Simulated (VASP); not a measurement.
# KBr (Fm-3m) in VASP: notebook, part 2 of 2

VASP 6.6.1.

## (3) Band structure, r2SCAN

This run uses another cell than the first one, of 36.16 Å³/atom, 0.984 times its volume.

File INCAR:

```
SYSTEM = KBr
PREC = Accurate ; ENCUT = 520
EDIFF = 1E-7 ; ISMEAR = 0
SIGMA = 0.02 ; LREAL = .False.
LASPH = .True. ; NELM = 60
ALGO = Normal ; ISIF = 2
LWAVE = .False. ; LCHARG = .False.
METAGGA = R2SCAN ; LMIXTAU = .True.
```

File KPOINTS:

```
regular mesh
0
Gamma
  7 7 7
  0 0 0
```

File POSCAR:

```
KBr                                     
1.0
    0.0000000000      3.3067267190      3.3067267190
    3.3067267190      0.0000000000      3.3067267190
    3.3067267190      3.3067267190     -0.0000000000
  K               Br            
     1     1
Direct
     0.0000000000000000    0.0000000000000000    0.0000000000000000
     0.5000000000000000    0.5000000000000000    0.5000000000000000
```

File KPOINTS_OPT:

```
path GXWKGLUWLK,UX
15
line-mode
reciprocal
 0.0000000000  0.0000000000  0.0000000000  G
 0.5000000000  0.0000000000  0.5000000000  X

 0.5000000000  0.0000000000  0.5000000000  X
 0.5000000000  0.2500000000  0.7500000000  W

 0.5000000000  0.2500000000  0.7500000000  W
 0.3750000000  0.3750000000  0.7500000000  K

 0.3750000000  0.3750000000  0.7500000000  K
 0.0000000000  0.0000000000  0.0000000000  G

 0.0000000000  0.0000000000  0.0000000000  G
 0.5000000000  0.5000000000  0.5000000000  L

 0.5000000000  0.5000000000  0.5000000000  L
 0.6250000000  0.2500000000  0.6250000000  U

 0.6250000000  0.2500000000  0.6250000000  U
 0.5000000000  0.2500000000  0.7500000000  W

 0.5000000000  0.2500000000  0.7500000000  W
 0.5000000000  0.5000000000  0.5000000000  L

 0.5000000000  0.5000000000  0.5000000000  L
 0.3750000000  0.3750000000  0.7500000000  K

 0.6250000000  0.2500000000  0.6250000000  U
 0.5000000000  0.0000000000  0.5000000000  X
```

Potentials or basis: VASP PAW PBE potentials, release 64 (K_sv, Br).

Started as:

```bash
$ cat potpaw_PBE.64/K_sv/POTCAR potpaw_PBE.64/Br/POTCAR > POTCAR
$ mpirun -np 1 vasp_std > vasp.out
```

OUTCAR:

```text
SYSTEM = KBr
   PREC = Accurate
   ENCUT = 520
   EDIFF = 1E-7
   ISMEAR = 0
   LREAL = .False.
   LASPH = .True.
   NELM = 60
   ISIF = 2
   METAGGA = R2SCAN

 ion  position               nearest neighbor table
   1  0.000  0.000  0.000-
   2  0.500  0.500  0.500-

  LATTYP: Found a face centered cubic cell.
 ALAT       =     6.6134534380

  Lattice vectors:

 A1 = (   0.0000000000,   3.3067267190,   3.3067267190)
 A2 = (   3.3067267190,   0.0000000000,   3.3067267190)
 A3 = (   3.3067267190,   3.3067267190,   0.0000000000)

Analysis of symmetry for initial positions (statically):
=====================================================================
 Subroutine PRICEL returns:
 Original cell was already a primitive cell.

 Routine SETGRP: Setting up the symmetry group for a
 face centered cubic supercell.

 Subroutine GETGRP returns: Found 48 space group operations
 (whereof 48 operations were pure point group operations)
 out of a pool of 48 trial point group operations.

The static configuration has the point symmetry O_h .

Analysis of symmetry for dynamics (positions and initial velocities):
=====================================================================
 Subroutine PRICEL returns:
 Original cell was already a primitive cell.

 Routine SETGRP: Setting up the symmetry group for a
 face centered cubic supercell.

 Subroutine GETGRP returns: Found 48 space group operations
 (whereof 48 operations were pure point group operations)
 out of a pool of 48 trial point group operations.

The dynamic configuration has the point symmetry O_h .

 Subroutine INISYM returns: Found 48 space group operations
 (whereof 48 operations are pure point group operations),
 and found     1 'primitive' translations

----------------------------------------------------------------------------------------

                                     Primitive cell

[... 111 lines left out ...]
   LHFCALC =     F    Hartree Fock is set to
   AEXX    =    0.0000 exact exchange contribution
   IVDW    =     0    specifies the selected vdW correction
   LEPSILON=     F    determine dielectric tensor
   LRPA    =     F    only Hartree local field effects (RPA)
 non-spin polarized calculation
 Gauss-broadening in eV      SIGMA  =   0.02
  energy-cutoff  :      520.00
  volume of cell :       72.31
 maximum number of plane-waves:      1968
   NGX = 17   NGY = 17   NGZ = 17

 number of electron      15.9999997 magnetization

 Free energy of the ion-electron system (eV)
  ---------------------------------------------------
  ext. energy  EPLUGINS =         0.00000000
  ---------------------------------------------------
  free energy    TOTEN  =       -23.24868880 eV

  energy without entropy =      -23.24868880  energy(sigma->0) =      -23.24868880

 E-fermi :  -2.0154     XC(G=0):  -7.7228

 val. band max:       -2.1731449459   @ k =   0.0000   0.0000   0.0000
 cond. band min:       2.8890881689   @ k =   0.0000   0.0000   0.0000
 fundamental gap:      5.0622331148
 Fermi energy:        -2.0153964510

 k-point     1 :       0.0000    0.0000    0.0000
  band No.  band energies     occupation
      1     -31.0681      2.00000
      2     -14.8938      2.00000
      3     -13.7736      2.00000
      4     -13.7736      2.00000
      5     -13.7736      2.00000
      6      -2.1731      2.00000
      7      -2.1731      2.00000
      8      -2.1731      2.00000
      9       2.8891      0.00000
     10       6.0625      0.00000
     11       6.0625      0.00000
     12       6.0625      0.00000
[... 271 lines left out ...]
 k-point    20 :      -0.2857    0.4286    0.1429
  band No.  band energies     occupation
      1     -31.0614      2.00000
      2     -14.9001      2.00000
      3     -13.8370      2.00000
      4     -13.8143      2.00000
      5     -13.6751      2.00000
      6      -2.8362      2.00000
      7      -2.7993      2.00000
      8      -2.5852      2.00000
      9       5.4155      0.00000
     10       6.1647      0.00000
     11       7.0019      0.00000
     12       7.6864      0.00000

------------------------ aborting loop because EDIFF is reached ----------------------------------------

  FORCE on cell =-STRESS in cart. coord.  units (eV):
  Direction    XX          YY          ZZ          XY          YZ          ZX
  --------------------------------------------------------------------------------------
  -------------------------------------------------------------------------------------
  Total       -0.0179363     -0.0179363     -0.0179363      0.0000000      0.0000000      0.0000000
  in kB       -0.3973911     -0.3973911     -0.3973911      0.0000000      0.0000000      0.0000000
  external PRESSURE =      -0.3973911 kB  Pullay stress =       0.0000000 kB

 VOLUME and BASIS-vectors are now :
 -----------------------------------------------------------------------------
  energy-cutoff  :      520.00
  volume of cell :       72.31
      direct lattice vectors                 reciprocal lattice vectors
     0.000000000  3.306726719  3.306726719    -0.151206931  0.151206931  0.151206931
     3.306726719  0.000000000  3.306726719     0.151206931 -0.151206931  0.151206931
     3.306726719  3.306726719  0.000000000     0.151206931  0.151206931 -0.151206931

 POSITION                                       TOTAL-FORCE (eV/Angst)
 -----------------------------------------------------------------------------------
      0.00000      0.00000      0.00000        -0.000000     -0.000000     -0.000000
      3.30673      3.30673      3.30673         0.000000      0.000000      0.000000
 -----------------------------------------------------------------------------------
    total drift:                                0.000000      0.000000      0.000000

  FREE ENERGIE OF THE ION-ELECTRON SYSTEM (eV)
  ---------------------------------------------------
  free  energy   TOTEN  =       -23.2486887999 eV

  energy  without entropy=      -23.2486887999  energy(sigma->0) =      -23.24868880
```

Wall time 4.1 min (1 thread of AMD EPYC 9R45 (Zen 5), shared host); peak memory 0.19 GiB.

Results:

| Property | Result |
| --- | --- |
| Free energy | -23.2487 eV |
| Pressure | 0.0 GPa |
| Band gap on the k mesh | 5.06 eV, direct |
| Band gap along the path | 5.06 eV, direct |

Levels at the corners of the path, in eV from the valence-band top:
```csv
point,band 6,band 7,band 8,band 9,band 10,band 11
Γ,0.00,0.00,0.00,5.06,8.24,8.24
X,-0.82,-0.29,-0.29,6.37,8.01,10.10
X,-0.82,-0.29,-0.29,6.37,8.01,10.11
W,-0.59,-0.59,-0.52,7.93,7.93,9.11
W,-0.59,-0.59,-0.52,7.93,7.93,9.11
K,-0.70,-0.63,-0.33,7.11,8.98,9.03
K,-0.70,-0.63,-0.33,7.11,8.98,9.03
Γ,0.00,0.00,0.00,5.06,8.24,8.24
Γ,0.00,0.00,0.00,5.06,8.24,8.24
L,-1.15,-0.32,-0.32,7.12,8.85,10.52
L,-1.15,-0.32,-0.32,7.12,8.85,10.52
U,-0.70,-0.63,-0.33,7.11,8.98,9.03
U,-0.70,-0.63,-0.33,7.11,8.98,9.03
W,-0.59,-0.59,-0.52,7.93,7.93,9.11
W,-0.59,-0.59,-0.52,7.93,7.93,9.11
L,-1.15,-0.32,-0.32,7.12,8.85,10.52
L,-1.15,-0.32,-0.32,7.12,8.85,10.52
K,-0.70,-0.63,-0.33,7.11,8.98,9.03
U,-0.70,-0.63,-0.33,7.11,8.98,9.03
X,-0.82,-0.29,-0.29,6.37,8.01,10.10
```

Caveat: the PAW data sets were made with another functional, which shifts forces and pressure a little. r2SCAN opens gaps a little over a GGA but as a rule still falls short of measured ones.
